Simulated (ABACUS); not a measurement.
# MnO (Fm-3m) in ABACUS: a series of runs, part 2 of 2

ABACUS 3.10.1.

## 3. Relaxation of cell and atoms, r2SCAN, collinear spin, ferromagnetic start

Input file INPUT:

```
INPUT_PARAMETERS
suffix              MnO
calculation         cell-relax
basis_type          pw
pseudo_dir          ./
symmetry            1
dft_functional      MGGA_X_R2SCAN+MGGA_C_R2SCAN
ecutwfc             112
pseudo_rcut         10
nspin               2
nbands              17
ks_solver           dav
smearing_method     fd
smearing_sigma      0.00367493
scf_thr             1e-08
scf_nmax            100
mixing_type         broyden
mixing_beta         0.4
cal_force           1
cal_stress          1
mixing_tau          1
relax_nmax          60
force_thr_ev        0.01
relax_method        cg
out_stru            1
stress_thr          1
kpar                4
```

Input file STRU:

```
ATOMIC_SPECIES
Mn 54.9380 Mn_ONCV_PBE-1.2.upf
O 15.9990 O_ONCV_PBE-1.2.upf

LATTICE_CONSTANT
1.8897261246

LATTICE_VECTORS
0.0000000000 2.2239077028 2.2239077028
2.2239077028 0.0000000000 2.2239077028
2.2239077028 2.2239077028 0.0000000000

ATOMIC_POSITIONS
Direct

Mn
0.0
1
0.0000000000 0.0000000000 0.0000000000 1 1 1 mag 4

O
0.0
1
0.5000000000 0.5000000000 0.5000000000 1 1 1 mag 0
```

Input file KPT:

```
K_POINTS
0
Gamma
6 6 6 0 0 0
```

Potentials or basis: SG15 ONCV 1.2 PBE, plane waves.

Started as:

```sh
$ OMP_NUM_THREADS=1 mpirun -np 4 abacus > log
```

running log:

```text
ABACUS v3.10.1

               Atomic-orbital Based Ab-initio Computation at UStc

 ------------------------------------------------------------------------------------

 READING GENERAL INFORMATION
                           global_out_dir = OUT.MnO/
                           global_in_card = INPUT
                               pseudo_dir = ./
                              orbital_dir =
                                    DSIZE = 4
                                    GSIZE = 1
[... 5 lines left out ...]

 READING ATOM TYPE 1
                               atom label = Mn
                      L=0, number of zeta = 1
                      L=1, number of zeta = 1
                      L=2, number of zeta = 1
             number of atom for this type = 1
               magnetization of element 1 = 4

 READING ATOM TYPE 2
                               atom label = O
                      L=0, number of zeta = 1
                      L=1, number of zeta = 1
                      L=2, number of zeta = 1
             number of atom for this type = 1
               magnetization of element 2 = 0

                        TOTAL ATOM NUMBER = 2
DIRECT COORDINATES
    atom                   x                   y                   z     mag                  vx                  vy                  vz
taud_Mn1            0.0000000000        0.0000000000        0.0000000000  4.0000        0.0000000000        0.0000000000        0.0000000000
taud_O1            0.5000000000        0.5000000000        0.5000000000  0.0000        0.0000000000        0.0000000000        0.0000000000

                          Volume (Bohr^3) = 148.449
                             Volume (A^3) = 21.9978

 Lattice vectors: (Cartesian coordinate: in unit of a_0)
                   +0            +2.22391            +2.22391
             +2.22391                  +0            +2.22391
             +2.22391            +2.22391                  +0
 Reciprocal vectors: (Cartesian coordinate: in unit of 2 pi/a_0)
            -0.224829           +0.224829           +0.224829
            +0.224829           -0.224829           +0.224829
            +0.224829           +0.224829           -0.224829
 The esolver type has been set to : ksdft_pw

                PAO radial cut off (Bohr) = 10

 Read in pseudopotential file is Mn_ONCV_PBE-1.2.upf
                     pseudopotential type = NC
          exchange-correlation functional = PBE
                 nonlocal core correction = 0
                        valence electrons = 15
                                     lmax = 2
                           number of zeta = 0
                     number of projectors = 6
                           L of projector = 0
                           L of projector = 0
                           L of projector = 1
                           L of projector = 1
                           L of projector = 2
                           L of projector = 2
 XC functional updated to : MGGA_X_R2SCAN+MGGA_C_R2SCAN
          exchange-correlation functional = MGGA_X_R2SCAN+MGGA_C_R2SCAN
                PAO radial cut off (Bohr) = 10

 Read in pseudopotential file is O_ONCV_PBE-1.2.upf
                     pseudopotential type = NC
          exchange-correlation functional = PBE
                 nonlocal core correction = 0
                        valence electrons = 6
                                     lmax = 1
                           number of zeta = 0
                     number of projectors = 4
                           L of projector = 0
                           L of projector = 0
                           L of projector = 1
                           L of projector = 1
 XC functional updated to : MGGA_X_R2SCAN+MGGA_C_R2SCAN
          exchange-correlation functional = MGGA_X_R2SCAN+MGGA_C_R2SCAN
     initial pseudo atomic orbital number = 0
 The readin total magnetization is 4

 SETUP THE ELECTRONS NUMBER
            electron number of element Mn = 15
      total electron number of element Mn = 15
             electron number of element O = 6
       total electron number of element O = 6
[... 136 lines left out ...]
 projector 4 L=1
 projector 5 L=2
 projector 6 L=2
 O non-local projectors:
 projector 1 L=0
 projector 2 L=0
 projector 3 L=1
 projector 4 L=1
      TOTAL NUMBER OF NONLOCAL PROJECTORS = 26

 Init Non-Local PseudoPotential table :
 Init Non-Local-Pseudopotential done.

                                     npwx = 2975

 -------------------------------------------
 STEP OF RELAXATION : 1
 -------------------------------------------
                                 init_chg = atomic

 PW ALGORITHM --------------- ION=   1  ELEC=   1--------------------------------
          total magnetism (Bohr mag/cell) = 4.9487
       absolute magnetism (Bohr mag/cell) = 4.9487
                        nelec for spin up = 12.9744
                      nelec for spin down = 8.02565
[... 207 lines left out ...]
 Largest gradient in stress is 1.574030 kbar.
 Threshold is 1.000000 kbar.

 Relaxation is not converged yet!
DIRECT COORDINATES
    atom                   x                   y                   z     mag                  vx                  vy                  vz
taud_Mn1            0.0000000000        0.0000000000        0.0000000000  4.0000        0.0000000000        0.0000000000        0.0000000000
taud_O1            0.5000000000        0.5000000000        0.5000000000  0.0000        0.0000000000        0.0000000000        0.0000000000

                          Volume (Bohr^3) = 148.689606
                             Volume (A^3) = 22.033500
[... 10 lines left out ...]
 -------------------------------------------
 STEP OF RELAXATION : 2
 -------------------------------------------

[... set-up of the moved cell ...]

 PW ALGORITHM --------------- ION=   2  ELEC=   1--------------------------------
 Notice: Threshold on eigenvalues was too large.
 hsover_error=0.210000 > DRHO=0.000000
 Origin diag ethr = 0.010000
 New diag ethr = 0.000000
          total magnetism (Bohr mag/cell) = 4.999999
       absolute magnetism (Bohr mag/cell) = 5.000430
                        nelec for spin up = 13.000000
                      nelec for spin down = 8.000000

 Density error is 0.000000314876
                          Error Threshold = 0.000000001763
----------------------------------------------------------
     Energy           Rydberg                 eV
----------------------------------------------------------
 E_KohnSham     -231.1985059407      -3145.6170498797
 E_Harris       -231.2049849834      -3145.7052017792
 E_Fermi        0.9899923039         13.4695363092
----------------------------------------------------------

[... 2 further cycles ...]
 PW ALGORITHM --------------- ION=   2  ELEC=   4--------------------------------
          total magnetism (Bohr mag/cell) = 4.999999118111
       absolute magnetism (Bohr mag/cell) = 5.000433003383
                        nelec for spin up = 12.999999559055
                      nelec for spin down = 8.000000440945
[... 47 lines left out ...]
 Largest gradient in stress is 1.262626 kbar.
 Threshold is 1.000000 kbar.

 Relaxation is not converged yet!
DIRECT COORDINATES
    atom                   x                   y                   z     mag                  vx                  vy                  vz
taud_Mn1            0.0000000000        0.0000000000        0.0000000000  4.0000        0.0000000000        0.0000000000        0.0000000000
taud_O1            0.5000000000        0.5000000000        0.5000000000  0.0000        0.0000000000        0.0000000000        0.0000000000

                          Volume (Bohr^3) = 148.582320
                             Volume (A^3) = 22.017602
[... 10 lines left out ...]
 -------------------------------------------
 STEP OF RELAXATION : 3
 -------------------------------------------

[... set-up of the moved cell ...]

 PW ALGORITHM --------------- ION=   3  ELEC=   1--------------------------------
 Notice: Threshold on eigenvalues was too large.
 hsover_error=0.210000 > DRHO=0.000001
 Origin diag ethr = 0.010000
 New diag ethr = 0.000000
          total magnetism (Bohr mag/cell) = 4.999999
       absolute magnetism (Bohr mag/cell) = 5.000437
                        nelec for spin up = 13.000000
                      nelec for spin down = 8.000000

 Density error is 0.000000688296
                          Error Threshold = 0.000000003674
----------------------------------------------------------
     Energy           Rydberg                 eV
----------------------------------------------------------
 E_KohnSham     -231.1985093090      -3145.6170957090
 E_Harris       -231.1918047701      -3145.5258757767
 E_Fermi        0.9911199636         13.4848789067
----------------------------------------------------------

[... 2 further cycles ...]
 PW ALGORITHM --------------- ION=   3  ELEC=   4--------------------------------
          total magnetism (Bohr mag/cell) = 4.999999023454
       absolute magnetism (Bohr mag/cell) = 5.000432663912
                        nelec for spin up = 12.999999511727
                      nelec for spin down = 8.000000488273
[... 87 lines left out ...]
       4     -39.347691       0.018519
       5      -6.901791       0.018519
       6       5.211041       0.018519
[... 9 lines left out ...]
      16      26.310797       0.000000
      17      26.310797       0.000000

SPIN DOWN :
 1/4 kpoint (Cartesian) = 0.00000 0.00000 0.00000 (2975 pws)
       1     -66.279454       0.004630
       2     -32.752931       0.004630
       3     -32.752931       0.004630
       4     -32.752931       0.004630
       5      -7.286184       0.004630
       6      10.343905       0.004630
[... 9 lines left out ...]
      16      32.601626       0.000000
[... 42 lines left out ...]
 Largest gradient in stress is 0.034189 kbar.
 Threshold is 1.000000 kbar.

 Relaxation is converged!

 --------------------------------------------
 !FINAL_ETOT_IS -3145.6171092997051346 eV
 --------------------------------------------
```

Wall time 81 s (4 MPI ranks of Intel Xeon Platinum 8488C (Sapphire Rapids), shared host); peak memory 0.56 GiB.

Results:

* Free energy: -3145.6171 eV
* Relaxed volume: 11.01 Å³/atom
* Relaxed cell: a = 3.146 Å, b = 3.146 Å, c = 3.146 Å, α = 60.00°, β = 60.00°, γ = 60.00°
* Space group after relaxing (to 0.05 Å): Fm-3m (No. 225)
* Energy gained by relaxing: 0.0 meV/atom
* Ionic steps: 3
* Pressure after relaxing: 0.0 GPa
* Band gap on the k mesh: 0.15 eV, indirect (least direct gap 3.05 eV)
* Net moment: 5.00 μB per cell
* Absolute moment: 5.00 μB per cell

Final structure:
```
Mn O
1.0
     0.00000    2.22457    2.22457
     2.22457    0.00000    2.22457
     2.22457    2.22457    0.00000
Mn O
1 1
Direct
  0.00000 0.00000 0.00000
  0.50000 0.50000 0.50000
```

Caveat: the potentials were made for another functional, which shifts forces and pressure; a cell with one magnetic atom can't hold antiferromagnetic order, which such compounds often take. A k mesh can miss the band edges.
